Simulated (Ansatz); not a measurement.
Spinel MgAl2O4 was calculated with PBE-D3(BJ) (Ansatz, a program for electronic structure, plane waves, PAW).

Settings: plane-wave cutoff 520 eV, 8×8×8 k mesh, Fermi–Dirac smearing 0.01 eV, scalar-relativistic PAW data made under PBE.

Cell (relaxed at this level):

```
Al2MgO4
1.0
    0.00000     4.05600     4.05600
    4.05600     0.00000     4.05600
    4.05600     4.05600     0.00000
Mg Al O
2 4 8
Direct
  0.00000   0.00000   0.00000
  0.25000   0.25000   0.25000
  0.62500   0.12500   0.62500
  0.12500   0.62500   0.62500
  0.62500   0.62500   0.12500
  0.62500   0.62500   0.62500
  0.38831   0.83507   0.38831
  0.41493   0.86169   0.86169
  0.38831   0.38831   0.83507
  0.86169   0.41493   0.86169
  0.38831   0.38831   0.38831
  0.86169   0.86169   0.86169
  0.83507   0.38831   0.38831
  0.86169   0.86169   0.41493
```

Q: Give the computed bulk modulus, band gap, smallest direct gap on the k points sampled and pressure derivative B′ of the bulk modulus.

A: 
bulk modulus: 189 GPa
band gap: 5.32 eV
smallest direct gap on the k points sampled: 5.33 eV
pressure derivative B′ of the bulk modulus: 4.1

Measured, for comparison: band gap 7.8 eV (temperature not stated, no zero-point or thermal correction; as tabulated in Neo et al. (2023), doi:10.1002/gch2.202200236); bulk modulus 195 GPa (300 K, copied from a table, unchecked, no zero-point or thermal correction; as tabulated in BurnMan's mineral tables). Computed (rounded) less measured: band gap -2.48 eV, bulk modulus not scored (unchecked).

Note: the bulk modulus comes from volumes at which shape and atoms were relaxed.

Static lattice: no zero-point or thermal effects.
